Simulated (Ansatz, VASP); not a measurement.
## SiNi in VASP and in Ansatz

```
Ni Si
1.0
     2.78162    0.00000    0.00000
     0.00000    2.78162    0.00000
     0.00000    0.00000    2.78162
Ni Si
1 1
Direct
  0.00000 0.00000 0.00000
  0.50000 0.50000 0.50000
```

Alike in both runs: functional PBE; k mesh 14 × 14 × 14; occupations fermi-dirac, width 0.05 eV; no spin polarisation.

Ansatz relaxed the structure, and its values are those at the end. VASP's run is a single point on that final structure, the one shown.

|  | VASP | Ansatz |
| --- | --- | --- |
| version | VASP 6.6.1 | Ansatz 0.2.0 |
| potentials or method | VASP PAW PBE potentials, release 64 (Ni, Si), cutoff 520 eV | all-electron LAPW, scalar-relativistic |

```csv
,VASP,Ansatz,Ansatz less VASP
pressure (GPa),12.0,12.0,-0.05
```

Ansatz ran all-electron here, so the differences hold the error of VASP's frozen core and of both bases.

Spin polarisation is off, so any magnetic state and its effect on volume and gap are missing.
